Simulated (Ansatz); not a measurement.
Electric field gradients in GaSe

The cell is a structure deposited in the COD, ions relaxed with PBE at fixed cell.

Space group P6_3/mmc (No. 194); a = 3.7500, c = 15.9200 Å, γ = 120.00°.

| site | Wyckoff | site symmetry | x | y | z |
| --- | --- | --- | --- | --- | --- |
| Ga | 4f | 3m. | 0.3333 | 0.6667 | 0.9277 |
| Se | 4f | 3m. | 0.3333 | 0.6667 | 0.1564 |

One atom of each set is listed.

Computed with Ansatz: DFT, LDA, plane waves and PAW, scalar-relativistic, 420 eV cutoff, Γ-centred 14×14×3 k-points, Fermi–Dirac smearing 0.05 eV.

Conventions: |V_zz| ≥ |V_yy| ≥ |V_xx|, η = (V_xx − V_yy)/V_zz, C_Q = eQV_zz/h. ν_Q = 3|C_Q|/[2I(2I − 1)].

69Ga: I = 3/2, Q = 171.0 mb. Nuclear quadrupole moments: year-2017 set (Pyykkö).

Task: What field gradients does the calculation give at each kind of site?

Result: 

```
site  atoms     first shell  C_Q (MHz)     η  ν_Q (MHz)
  Ga      4  3 Se at 2.55 Å      0.960  0.00      0.480
```

An axis of threefold or higher order runs through Ga, so V_zz lies along it and η is zero.

Se has no stable isotope with a ground-state quadrupole moment in the table, so these sites are left out.

At this cell the principal stresses reach 5 GPa in size with LDA, which can matter for small gradients. With no gap above 0.1 eV, as in a metal, the gradients converge slowly in k; expect changes of a tenth or more on a denser mesh.

The run took 19 s of wall time (19 s of CPU time) and 0.79 GiB at its peak, on 1 thread of Intel Xeon 6975P-C (Granite Rapids) (x86_64; 16 cores open to the job, memory cap 3.0 GiB, no GPU), a shared host with a load of 0.1 a core.
